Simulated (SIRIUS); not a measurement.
# Fe (Im-3m) in SIRIUS: notebook

Runs on Fe. Level: PBEsol. Tasks: equation of state.

All numbers are computed with SIRIUS 7.12.0; they aren't measurements. Logs are shortened: lines on timing, memory, paths and dates and some standing lists are left out, and cuts for length are marked. The log counts tension as positive stress, the text compression.

## Step 1: The crystal as given

Symmetry: Im-3m, No. 229, cubic system. The conventional cell has a = 2.886 Å, b = 2.886 Å, c = 2.886 Å, α = 90.00°, β = 90.00°, γ = 90.00°. Fe (site symmetry m-3m) has 8 Fe at 2.50 Å as nearest neighbours.

## Step 2: Equation of state, PBEsol, collinear spin, ferromagnetic start, 11.30 Å³/atom (volume scaled by 0.94)

File sirius.json:

```json
{
  "control": {
    "processing_unit": "cpu",
    "std_evp_solver_name": "lapack",
    "gen_evp_solver_name": "lapack",
    "verbosity": 2,
    "print_forces": false,
    "ortho_rf": true,
    "use_second_variation": true,
    "rmt_max": 3.0,
    "num_bands_to_print": 18,
    "save_wf": true
  },
  "parameters": {
    "electronic_structure_method": "full_potential_lapwlo",
    "xc_functionals": ["XC_GGA_X_PBE_SOL", "XC_GGA_C_PBE_SOL"],
    "core_relativity": "dirac",
    "valence_relativity": "iora",
    "num_fv_states": 18,
    "smearing": "fermi_dirac",
    "smearing_width": 0.0018374661,
    "pw_cutoff": 20,
    "gk_cutoff": 3.88,
    "lmax_apw": 10,
    "lmax_rho": 8,
    "lmax_pot": 8,
    "num_mag_dims": 1,
    "auto_rmt": 0,
    "ngridk": [13, 13, 13],
    "shiftk": [0, 0, 0],
    "num_dft_iter": 80,
    "energy_tol": 1e-07,
    "density_tol": 1e-05,
    "use_symmetry": true
  },
  "settings": {"tol_ne": 1e-10},
  "iterative_solver": {"type": "exact"},
  "mixer": {"type": "anderson", "beta": 0.4, "max_history": 8},
  "unit_cell": {
    "lattice_vectors": [
      [-2.6712086722, 2.6712086722, 2.6712086722],
      [2.6712086722, -2.6712086722, 2.6712086722],
      [2.6712086722, 2.6712086722, -2.6712086722]
    ],
    "atom_types": ["Fe"],
    "atom_files": {"Fe": "Fe.json"},
    "atoms": {"Fe": [[0.0, 0.0, 0.0, 0.0, 0.0, 3.0]]}
  }
}
```

File Fe.json:

```json
{
  "name": "iron",
  "symbol": "Fe",
  "number": 26,
  "mass": 55.845,
  "rmin": 1e-06,
  "rmt": 2.27,
  "nrmt": 800,
  "rinf": 15.61,
  "core": "1s2s2p",
  "valence": [
    {"basis": [{"enu": 0.12, "dme": 0, "n": 0, "auto": 0}, {"enu": 0.12, "dme": 1, "n": 0, "auto": 0}]},
    {"l": 0, "n": 1, "basis": [{"enu": 0.22, "dme": 0, "n": 0, "auto": 0}]},
    {"l": 1, "n": 2, "basis": [{"enu": 0.22, "dme": 0, "n": 0, "auto": 0}]},
    {"l": 2, "n": 3, "basis": [{"enu": 0.22, "dme": 0, "n": 0, "auto": 0}]},
    {"l": 3, "n": 4, "basis": [{"enu": 0.22, "dme": 0, "n": 0, "auto": 0}]}
  ],
  "lo": [
    {"l": 0, "basis": [{"enu": 0.22, "dme": 0, "n": 0, "auto": 0}, {"enu": 0.22, "dme": 1, "n": 0, "auto": 0}]},
    {
      "l": 0,
      "basis": [{"enu": -3.0086, "dme": 0, "n": 3, "auto": 1}, {"enu": -3.0086, "dme": 1, "n": 3, "auto": 1}]
    },
    {
      "l": 0,
      "basis": [{"enu": -3.0086, "dme": 1, "n": 3, "auto": 1}, {"enu": 0.22, "dme": 0, "n": 0, "auto": 0}]
    },
    {"l": 0, "basis": [{"enu": 0.22, "dme": 0, "n": 0, "auto": 0}, {"enu": 3.325, "dme": 0, "n": 0, "auto": 0}]},
    {"l": 1, "basis": [{"enu": 0.22, "dme": 0, "n": 0, "auto": 0}, {"enu": 0.22, "dme": 1, "n": 0, "auto": 0}]},
    {
      "l": 1,
      "basis": [{"enu": -1.7794, "dme": 0, "n": 3, "auto": 1}, {"enu": -1.7794, "dme": 1, "n": 3, "auto": 1}]
    },
    {
      "l": 1,
      "basis": [{"enu": -1.7794, "dme": 1, "n": 3, "auto": 1}, {"enu": 0.22, "dme": 0, "n": 0, "auto": 0}]
    },
    {"l": 1, "basis": [{"enu": 0.22, "dme": 0, "n": 0, "auto": 0}, {"enu": 3.7908, "dme": 0, "n": 0, "auto": 0}]},
    {"l": 2, "basis": [{"enu": 0.22, "dme": 0, "n": 0, "auto": 0}, {"enu": 0.22, "dme": 1, "n": 0, "auto": 0}]},
    {"l": 2, "basis": [{"enu": 0.22, "dme": 1, "n": 0, "auto": 0}, {"enu": 0.22, "dme": 2, "n": 0, "auto": 0}]},
    {"l": 2, "basis": [{"enu": 0.22, "dme": 0, "n": 0, "auto": 0}, {"enu": 3.2474, "dme": 0, "n": 0, "auto": 0}]},
    {"l": 3, "basis": [{"enu": 0.22, "dme": 0, "n": 0, "auto": 0}, {"enu": 0.22, "dme": 1, "n": 0, "auto": 0}]},
    {"l": 3, "basis": [{"enu": 0.22, "dme": 0, "n": 0, "auto": 0}, {"enu": 3.5967, "dme": 0, "n": 0, "auto": 0}]}
  ],
  "free_atom": [... radial grid and density of the free atom, the start of the SCF ...]
}
```

File sirius_start.json:

```json
{
  "control": {
    "processing_unit": "cpu",
    "std_evp_solver_name": "lapack",
    "gen_evp_solver_name": "lapack",
    "verbosity": 1,
    "print_forces": false,
    "ortho_rf": true,
    "use_second_variation": true,
    "rmt_max": 3.0,
    "num_bands_to_print": 18,
    "save_wf": false
  },
  "parameters": {
    "electronic_structure_method": "full_potential_lapwlo",
    "xc_functionals": ["XC_LDA_X", "XC_LDA_C_PW"],
    "core_relativity": "dirac",
    "valence_relativity": "iora",
    "num_fv_states": 18,
    "smearing": "fermi_dirac",
    "smearing_width": 0.0055123983,
    "pw_cutoff": 20,
    "gk_cutoff": 3.1,
    "lmax_apw": 10,
    "lmax_rho": 8,
    "lmax_pot": 8,
    "num_mag_dims": 1,
    "auto_rmt": 0,
    "ngridk": [5, 5, 5],
    "shiftk": [0, 0, 0],
    "num_dft_iter": 30,
    "energy_tol": 0.01,
    "density_tol": 0.05,
    "use_symmetry": true
  },
  "settings": {"tol_ne": 1e-10},
  "iterative_solver": {"type": "exact"},
  "mixer": {"type": "anderson", "beta": 0.4, "max_history": 8},
  "unit_cell": {
    "lattice_vectors": [
      [-2.6712086722, 2.6712086722, 2.6712086722],
      [2.6712086722, -2.6712086722, 2.6712086722],
      [2.6712086722, 2.6712086722, -2.6712086722]
    ],
    "atom_types": ["Fe"],
    "atom_files": {"Fe": "Fe.json"},
    "atoms": {"Fe": [[0.0, 0.0, 0.0, 0.0, 0.0, 3.0]]}
  }
}
```

Potentials or basis: all-electron FP-LAPW, apw+lo standard.

Command:

```sh
$ OMP_NUM_THREADS=1 sirius.scf --input=sirius_start.json --output=start.json
$ OMP_NUM_THREADS=1 sirius.scf --input=sirius.json --output=output.json --task=1
```

What it wrote:

```text
[info] SIRIUS version : 7.12.0
[info] number of MPI ranks           : 1
[info] MPI grid                      : 1 1
[info] maximum number of OMP threads : 1
[fft] FFT context for density and potential
[fft] =====================================
[fft]   plane wave cutoff                     : 20
[fft]   grid size                             : 32 32 32   total : 32768
[fft]   grid limits                           : -15 16   -15 16   -15 16
[fft]   number of G-vectors within the cutoff : 10185
[fft]   number of G-shells                    : 288
[fft] FFT context for coarse grid
[fft] =====================================
[fft]   plane wave cutoff                     : 7.76
[fft]   grid size                             : 15 15 15   total : 3375
[fft]   grid limits                           : -7 7   -7 7   -7 7
[fft]   number of G-vectors within the cutoff : 603
[fft]   number of G-shells                    : 26
[unit cell] lattice vectors
[unit cell]   a1 :      -2.6712086722      2.6712086722      2.6712086722
[unit cell]   a2 :       2.6712086722     -2.6712086722      2.6712086722
[unit cell]   a3 :       2.6712086722      2.6712086722     -2.6712086722
[unit cell] reciprocal lattice vectors
[unit cell]   b1 :       0.0000000000      1.1760940604      1.1760940604
[unit cell]   b2 :       1.1760940604      0.0000000000      1.1760940604
[unit cell]   b3 :       1.1760940604      1.1760940604      0.0000000000
[unit cell] unit cell volume :        76.24009685 [a.u.^3]
[unit cell] 1/sqrt(omega)    :         0.11452710
[unit cell] MT volume        :        48.99662669 (64.27%)
[unit cell] IT volume        :        27.24347016 (35.73%)
[unit cell] number of atom types : 1
[unit cell] type id : 0 symbol : Fe mt_radius :   2.270000 num_atoms : 1
[unit cell] total number of atoms : 1
[unit cell] number of symmetry classes : 1
[unit cell] atom id  type id  class id             position                      vector_field
[unit cell] ------------------------------------------------------------------------------------------
[unit cell]      0        0        0      0.00000   0.00000   0.00000      0.00000   0.00000   3.00000
[unit cell] atom id         position (Cartesian, a.u.)
[unit cell] ---------------------------------------------
[unit cell]      0       0.000000    0.000000    0.000000
[unit cell] class id : 0 atom id : 0
[unit cell] minimum bond length:     4.626669
[sym] space group number   : 229
[sym] international symbol : Im-3m
[sym] Hall symbol          : -I 4 2 3
[sym] space group transformation matrix :
[sym]  -0.5000  0.5000  0.5000
[... 328 lines left out ...]
[diagonalize]            -2.820022   -1.577959   -1.572835   -1.570317    0.086983    0.275138    0.287464    0.340298    0.358394    0.373579    0.951246    1.108221    1.204403    1.249291    1.350714    1.435721    1.565269    1.686345
[diagonalize] ik:    4   -2.906866   -1.667097   -1.659977   -1.656398    0.111260    0.204064    0.233644    0.276256    0.283296    0.296726    0.797398    1.042147    1.143884    1.181810    1.313394    1.495727    1.562039    1.786092
[diagonalize]            -2.819247   -1.582020   -1.574186   -1.570321    0.132154    0.264096    0.285369    0.360320    0.366899    0.375940    0.829346    1.052680    1.170717    1.201898    1.339662    1.509479    1.577946    1.801440
[diagonalize] ...
[diagonalize] ik:   79   -2.904192   -1.668442   -1.667028   -1.664545    0.152594    0.154525    0.274345    0.303682    0.321793    0.593472    0.633131    0.705109    0.957453    1.012949    1.194948    1.580529    1.811826    1.929110
[diagonalize]            -2.816379   -1.583423   -1.581871   -1.579165    0.215481    0.216183    0.338726    0.373117    0.394672    0.624561    0.663199    0.729278    0.989686    1.040912    1.228668    1.599108    1.831913    1.949569
[diagonalize] ik:   80   -2.904235   -1.667347   -1.666185   -1.666185    0.151756    0.153982    0.294649    0.294649    0.311596    0.509142    0.746817    0.746817    0.901028    0.968108    1.229406    1.638815    1.815923    1.815923
[diagonalize]            -2.816425   -1.582245   -1.580943   -1.580943    0.210060    0.219333    0.361999    0.361999    0.383787    0.543958    0.768229    0.768229    0.941154    0.998265    1.261805    1.655898    1.836190    1.836190
[diagonalize] ik:   81   -2.903976   -1.668085   -1.666836   -1.666309    0.146023    0.146710    0.300365    0.305123    0.322714    0.585897    0.677245    0.716383    0.909674    0.963699    1.154760    1.650907    1.854698    1.920200
[diagonalize]            -2.816148   -1.583027   -1.581652   -1.581086    0.207710    0.209956    0.369313    0.374201    0.396022    0.613754    0.700318    0.735522    0.948654    0.995963    1.189147    1.667133    1.876073    1.941072
[diagonalize] ik:   82   -2.903850   -1.667749   -1.667748   -1.666455    0.142729    0.142731    0.303449    0.320202    0.320230    0.653945    0.653957    0.673528    0.928814    0.928822    1.121003    1.666187    1.911487    1.995809
[diagonalize]            -2.816013   -1.582652   -1.582651   -1.581240    0.205340    0.205342    0.372643    0.392750    0.392780    0.676249    0.676260    0.693352    0.965455    0.965462    1.156351    1.681732    1.932577    2.018329
[diagonalize] ik:   83   -2.903726   -1.667651   -1.667497   -1.667497    0.138811    0.138841    0.319611    0.319611    0.322218    0.644515    0.684016    0.684016    0.891056    0.912140    1.095780    1.695181    1.988484    1.988484
[diagonalize]            -2.815881   -1.582544   -1.582372   -1.582372    0.201160    0.201748    0.392046    0.392046    0.395560    0.664050    0.700105    0.700105    0.933894    0.951375    1.131773    1.709219    2.011110    2.011110
[generate_core_charge_density] atom class : 0
[generate_core_charge_density]   n,l,k : 1 0 1  energy :        -256.32591362
[generate_core_charge_density]   n,l,k : 2 0 1  energy :         -29.51001344
[generate_core_charge_density]   n,l,k : 2 1 1  energy :         -25.37678727
[generate_core_charge_density]   n,l,k : 2 1 2  energy :         -24.91871571
[find] total moment          : [  0.00000,   0.00000,   2.08819], magnitude : 2.088192
[find] Total energy                   :   -1271.64276565 (Ha),   -2543.28553131 (Ry)
[find] iteration : 1, RMS (target) : 6.9879e-02 (1.0000e-05) , energy difference (target) : -1.1414e-04 (1.0000e-07)
[find] total moment          : [  0.00000,   0.00000,   2.09510], magnitude : 2.095097
[find] Total energy                   :   -1271.64262813 (Ha),   -2543.28525626 (Ry)
[find] iteration : 2, RMS (target) : 2.4188e-02 (1.0000e-05) , energy difference (target) : 1.3752e-04 (1.0000e-07)
[find] total moment          : [  0.00000,   0.00000,   2.11734], magnitude : 2.117340
[find] Total energy                   :   -1271.64283604 (Ha),   -2543.28567208 (Ry)
[find] iteration : 3, RMS (target) : 8.4283e-03 (1.0000e-05) , energy difference (target) : -2.0791e-04 (1.0000e-07)
[find] total moment          : [  0.00000,   0.00000,   2.11683], magnitude : 2.116831
[find] Total energy                   :   -1271.64283242 (Ha),   -2543.28566484 (Ry)
[find] iteration : 4, RMS (target) : 1.4289e-03 (1.0000e-05) , energy difference (target) : 3.6201e-06 (1.0000e-07)
[find] total moment          : [  0.00000,   0.00000,   2.11925], magnitude : 2.119246
[... 20 lines left out ...]
[find] valence_eval_sum               :     -13.36812237
[find] core_eval_sum                  :    -721.90479799
[find] kinetic energy                 :    1288.65425981
[find] enuc                           :   -1529.43732421
[find] <rho|V^{XC}>                   :     -71.61201345
[find] <rho|E^{XC}>                   :     -54.75186294
[find] <mag|B^{XC}>                   :      -0.09928866
[find] <rho|V^{H}>                    :   -1952.21587805
[find] smearing (-TS)                 :      -0.00033124
[find] SCF correction                 :       0.00003327
[find] Total energy                   :   -1271.64283309 (Ha),   -2543.28566617 (Ry)
[find] Free energy (E-TS)             :   -1271.64316432 (Ha),   -2543.28632865 (Ry)
[find] band gap (eV)                  :       0.00000000
[find] Efermi                         :       0.33026850
[find] iteration : 8, RMS (target) : 3.3214e-06 (1.0000e-05) , energy difference (target) : -6.2325e-09 (1.0000e-07)
[find] converged after 9 SCF iterations!
[find] Charges and magnetic moments
[find] --------------------------------------------------------------------------------
[find] atom      charge    core leakage                 moment                |moment|
[find] --------------------------------------------------------------------------------
[find]    0   24.874021    4.370997e-12  [  0.00000,   0.00000,   2.15754]    2.157538
[find] total core leakage    : 4.37099680e-12
[find] interstitial charge   : 1.125974
[find] interstitial moment   : [  0.00000,   0.00000,  -0.03782], magnitude : 0.037822
[find] total charge          : 25.999995
[find] total moment          : [  0.00000,   0.00000,   2.11972], magnitude : 2.119717
[find] Energy
[find] --------------------------------------------------------------------------------
[find] valence_eval_sum               :     -13.36812237
[find] core_eval_sum                  :    -721.90479799
[find] kinetic energy                 :    1288.65425981
[find] enuc                           :   -1529.43732421
[find] <rho|V^{XC}>                   :     -71.61201345
[find] <rho|E^{XC}>                   :     -54.75186294
[find] <mag|B^{XC}>                   :      -0.09928866
[find] <rho|V^{H}>                    :   -1952.21587805
[find] smearing (-TS)                 :      -0.00033124
[find] SCF correction                 :       0.00003327
[find] Total energy                   :   -1271.64283309 (Ha),   -2543.28566617 (Ry)
[find] Free energy (E-TS)             :   -1271.64316432 (Ha),   -2543.28632865 (Ry)
[find] band gap (eV)                  :       0.00000000
[find] Efermi                         :       0.33026850
```

Wall time 27 s (1 thread of Arm Neoverse V2, shared host); peak memory 0.46 GiB.

Results:

```
Free energy                                       : -34603.1733 eV
Band gap on the k mesh                            : none (metal or under the smearing width)
Net moment                                        : 2.12 μB per cell
Site moments                                      : Fe +2.16 μB
All electrons inside the program's atomic spheres : Fe 24.87 (radii Fe 2.27 bohr)
```

## Step 3: Equation of state, PBEsol, collinear spin, ferromagnetic start, 11.54 Å³/atom (volume scaled by 0.96)

sirius.json, as its differences from that of step 2:

```diff
@@ -40,5 +40,5 @@
     "lattice_vectors": [
-      [-2.6712086722, 2.6712086722, 2.6712086722],
-      [2.6712086722, -2.6712086722, 2.6712086722],
-      [2.6712086722, 2.6712086722, -2.6712086722]
+      [-2.6900206206, 2.6900206206, 2.6900206206],
+      [2.6900206206, -2.6900206206, 2.6900206206],
+      [2.6900206206, 2.6900206206, -2.6900206206]
     ],
```

File Fe.json:

```json
{
  "name": "iron",
  "symbol": "Fe",
  "number": 26,
  "mass": 55.845,
  "rmin": 1e-06,
  "rmt": 2.27,
  "nrmt": 800,
  "rinf": 15.61,
  "core": "1s2s2p",
  "valence": [
    {"basis": [{"enu": 0.11, "dme": 0, "n": 0, "auto": 0}, {"enu": 0.11, "dme": 1, "n": 0, "auto": 0}]},
    {"l": 0, "n": 1, "basis": [{"enu": 0.21, "dme": 0, "n": 0, "auto": 0}]},
    {"l": 1, "n": 2, "basis": [{"enu": 0.21, "dme": 0, "n": 0, "auto": 0}]},
    {"l": 2, "n": 3, "basis": [{"enu": 0.21, "dme": 0, "n": 0, "auto": 0}]},
    {"l": 3, "n": 4, "basis": [{"enu": 0.21, "dme": 0, "n": 0, "auto": 0}]}
  ],
  "lo": [
    {"l": 0, "basis": [{"enu": 0.21, "dme": 0, "n": 0, "auto": 0}, {"enu": 0.21, "dme": 1, "n": 0, "auto": 0}]},
    {
      "l": 0,
      "basis": [{"enu": -3.0186, "dme": 0, "n": 3, "auto": 1}, {"enu": -3.0186, "dme": 1, "n": 3, "auto": 1}]
    },
    {
      "l": 0,
      "basis": [{"enu": -3.0186, "dme": 1, "n": 3, "auto": 1}, {"enu": 0.21, "dme": 0, "n": 0, "auto": 0}]
    },
    {"l": 0, "basis": [{"enu": 0.21, "dme": 0, "n": 0, "auto": 0}, {"enu": 3.315, "dme": 0, "n": 0, "auto": 0}]},
    {"l": 1, "basis": [{"enu": 0.21, "dme": 0, "n": 0, "auto": 0}, {"enu": 0.21, "dme": 1, "n": 0, "auto": 0}]},
    {
      "l": 1,
      "basis": [{"enu": -1.7894, "dme": 0, "n": 3, "auto": 1}, {"enu": -1.7894, "dme": 1, "n": 3, "auto": 1}]
    },
    {
      "l": 1,
      "basis": [{"enu": -1.7894, "dme": 1, "n": 3, "auto": 1}, {"enu": 0.21, "dme": 0, "n": 0, "auto": 0}]
    },
    {"l": 1, "basis": [{"enu": 0.21, "dme": 0, "n": 0, "auto": 0}, {"enu": 3.7808, "dme": 0, "n": 0, "auto": 0}]},
    {"l": 2, "basis": [{"enu": 0.21, "dme": 0, "n": 0, "auto": 0}, {"enu": 0.21, "dme": 1, "n": 0, "auto": 0}]},
    {"l": 2, "basis": [{"enu": 0.21, "dme": 1, "n": 0, "auto": 0}, {"enu": 0.21, "dme": 2, "n": 0, "auto": 0}]},
    {"l": 2, "basis": [{"enu": 0.21, "dme": 0, "n": 0, "auto": 0}, {"enu": 3.2374, "dme": 0, "n": 0, "auto": 0}]},
    {"l": 3, "basis": [{"enu": 0.21, "dme": 0, "n": 0, "auto": 0}, {"enu": 0.21, "dme": 1, "n": 0, "auto": 0}]},
    {"l": 3, "basis": [{"enu": 0.21, "dme": 0, "n": 0, "auto": 0}, {"enu": 3.5867, "dme": 0, "n": 0, "auto": 0}]}
  ],
  "free_atom": [... radial grid and density of the free atom, the start of the SCF ...]
}
```

sirius_start.json, as its differences from that of step 2:

```diff
@@ -40,5 +40,5 @@
     "lattice_vectors": [
-      [-2.6712086722, 2.6712086722, 2.6712086722],
-      [2.6712086722, -2.6712086722, 2.6712086722],
-      [2.6712086722, 2.6712086722, -2.6712086722]
+      [-2.6900206206, 2.6900206206, 2.6900206206],
+      [2.6900206206, -2.6900206206, 2.6900206206],
+      [2.6900206206, 2.6900206206, -2.6900206206]
     ],
```

Potentials or basis: all-electron FP-LAPW, apw+lo standard.

Command:

```sh
$ OMP_NUM_THREADS=1 sirius.scf --input=sirius_start.json --output=start.json
$ OMP_NUM_THREADS=1 sirius.scf --input=sirius.json --output=output.json --task=1
```

Wall time 27 s (1 thread of Arm Neoverse V2, shared host); peak memory 0.46 GiB.

Results (log left out):

```yaml
Free_energy: -34603.1557 eV
Band_gap_on_the_k_mesh: none (metal or under the smearing width)
Net_moment: 2.15 μB per cell
Site_moments: Fe +2.19 μB
All_electrons_inside_the_program's_atomic_spheres: Fe 24.84 (radii Fe 2.27 bohr)
```

(Part 1 of 3 ends here.)
